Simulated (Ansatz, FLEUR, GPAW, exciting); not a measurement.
## CuI: 4 runs at one level of theory

```xyz
2
Lattice="0.0000 3.0315 3.0315 3.0315 0.0000 3.0315 3.0315 3.0315 0.0000" Properties=species:S:1:pos:R:3 pbc="T T T"
I     0.0000    0.0000    0.0000
Cu    4.5473    4.5473    4.5473
```

Alike in all runs: task band structure; functional LDA; k mesh 8 × 8 × 8; occupations fermi-dirac, width 0.05 eV; no spin polarisation; no spin-orbit coupling. LDA stands for any of its common fits. Pressure is positive in compression and, in plane waves, holds the error of the finite cutoff. Gaps are the smaller of the mesh's and the band path's.

| program and potentials | plane-wave cutoff (eV) | notes | band gap (eV) | pressure (GPa) |
| --- | --- | --- | --- | --- |
| exciting, all-electron LAPW+lo, shipped species files, valence relativity iora* | - | - | 0.95 | - |
| FLEUR, all-electron, FLAPW | - | - | 0.94 | - |
| Ansatz, all-electron LAPW, scalar-relativistic | - | - | 0.94 | -4.42 |
| GPAW, the program's PAW data sets (release 1.2.1) made for this functional | 600 | - | ? | ? |

**Question.** Estimate from the other rows what the run with GPAW, the program's PAW data sets (release 1.2.1) made for this functional gave.

**Answer.** Band gap 0.96 eV; pressure -3.90 GPa. The other rows, which needn't bracket it: band gap 0.94 to 0.95; pressure -4.42.
